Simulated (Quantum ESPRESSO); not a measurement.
Ta:

```
Ta
1.0
    -1.65128    1.65128    1.65128
     1.65128   -1.65128    1.65128
     1.65128    1.65128   -1.65128
Ta
1
Direct
  0.00000 0.00000 0.00000
```

| Item | Value |
| --- | --- |
| Program | Quantum ESPRESSO 7.5 |
| Task | phonons |
| Functional | LDA |
| Potentials or basis | PseudoDojo 0.4.1 SR LDA standard |
| Cutoff | 789 eV |
| Density cutoff | 3157 eV |
| k mesh | 12 × 12 × 12, shifted |
| Occupations | methfessel-paxton, width 0.272 eV |
| Spin | no spin polarisation |
| Form of the LDA correlation | PW92 |
| Mixing beta | 0.5 |
| Most SCF iterations | 120 |
| SCF threshold | 2e-10 Ry |
| Diagonalization | rmm-davidson |
| Startingwfc | atomic |

At H the frequencies are 152 152 152 cm⁻¹, at a pressure of -9.9 GPa.

Problem. How do the modes respond when the cell is scaled evenly, at fixed shape?

Solution. The highest mode has a Grüneisen parameter of 1.98 and moves by +1.6 cm⁻¹ per GPa. None of the listed modes softens on compression. The pressures give a bulk modulus of about 184 GPa.

Frequencies at 99 % and 101 % of the volume (pressures -8.0 and -11.7 GPa), ions relaxed:
```csv
mode,99 % (cm⁻¹),101 % (cm⁻¹),Grüneisen parameter
1,155.2,149.2,1.98
2,155.2,149.2,1.98
3,155.2,149.2,1.98
```

Modes are matched by their order; those that don't vary smoothly over the three volumes are left out.

Caveat: the cell is more than 3 GPa from zero pressure, which shifts response properties.
